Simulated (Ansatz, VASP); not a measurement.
## One calculation of ZnAu, two programs

```xyz
2
Lattice="3.1470 0.0000 0.0000 0.0000 3.1470 0.0000 0.0000 0.0000 3.1470" Properties=species:S:1:pos:R:3 pbc="T T T"
Zn    1.5735    1.5735    1.5735
Au    0.0000    0.0000    0.0000
```

Alike in both runs: task single point; functional PBE; k mesh 13 × 13 × 13; occupations gaussian, width 0.2 eV; no spin polarisation.

```csv
,VASP,Ansatz
version,VASP 6.6.1,Ansatz 0.2.0
potentials or method,"VASP PAW PBE potentials, release 64 (Zn, Au), cutoff 520 eV","all-electron LAPW, scalar-relativistic"
```

|  | VASP | Ansatz | Ansatz less VASP |
| --- | --- | --- | --- |
| pressure (GPa) | 5.0 | 4.9 | -0.16 |

Ansatz ran all-electron here, so the differences hold the error of VASP's frozen core and of both bases.

Spin-orbit coupling is left out, which matters for the levels of Au.
